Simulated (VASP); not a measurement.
Wanted: the native input for a VASP 6.6.1 run.

```yaml
Task: relaxation of the atoms
Functional: PBE
Potentials_or_basis: VASP PAW PBE potentials, release 64 (Au)
Cutoff: 520 eV
k_mesh: 8 × 8 × 1
Occupations: fermi-dirac, width 0.05 eV
Spin: no spin polarisation
Dipole_correction: yes
Atoms_held_fixed_from_0: "[0, 1, 2]"
Further_INCAR_settings: ALGO = Normal; EDIFF = 1e-06; IBRION = 2; EDIFFG = -0.01; NSW = 60
```

The structure of Au lies in POSCAR:

```
Au
1.0
    2.8226199300      0.0000000000      0.0000000000
   -1.4113099650      2.5559330250      0.0000000000
    0.0000000000      0.0000000000     27.2329240250
Au
6
Selective dynamics
Direct
    0.3346720300      0.6693440600      0.2754019360  F F F
    0.6653279700      0.3306559400      0.3652411616  F F F
    0.3346720300      0.6693440600      0.4550803872  F F F
    0.6653279700      0.3306559400      0.5449196128  T T T
    0.3346720300      0.6693440600      0.6347588384  T T T
    0.6653279700      0.3306559400      0.7245980640  T T T
```

The slab is cut from a database's or a generator's crystal, which needn't be the stable form of the element.

The input as run:

INCAR

```
SYSTEM = Au
PREC = Accurate
ENCUT = 520
EDIFF = 1E-6
ISMEAR = -1
SIGMA = 0.05
LREAL = .FALSE.
LASPH = .TRUE.
NELM = 60
ALGO = Normal
ISIF = 2
LWAVE = .FALSE.
LCHARG = .FALSE.
LDIPOL = .TRUE.
IDIPOL = 3
DIPOL = 0.5 0.5 0.500
GGA = PE
IBRION = 2
NSW = 60
EDIFFG = -0.01
```

KPOINTS

```
regular mesh
0
G
  8 8 1
  0 0 0
```

Potentials or basis: VASP PAW PBE potentials, release 64 (Au).

The run is started by

```sh
$ cat potpaw_PBE.64/Au/POTCAR > POTCAR
$ mpirun -np 1 vasp_std > vasp.out
```

Results of the run:

| Property | Result |
| --- | --- |
| Energy gained by relaxing | 2.1 meV/atom |
| Ionic steps | 12 |
| Band gap on the k mesh | none (metal or under the smearing width) |

Run time: 39 min on 1 thread of Intel(R) Xeon(R) Platinum 8375C CPU @ 2.90GHz (Ice Lake), on a shared host, peak memory 0.41 GiB.
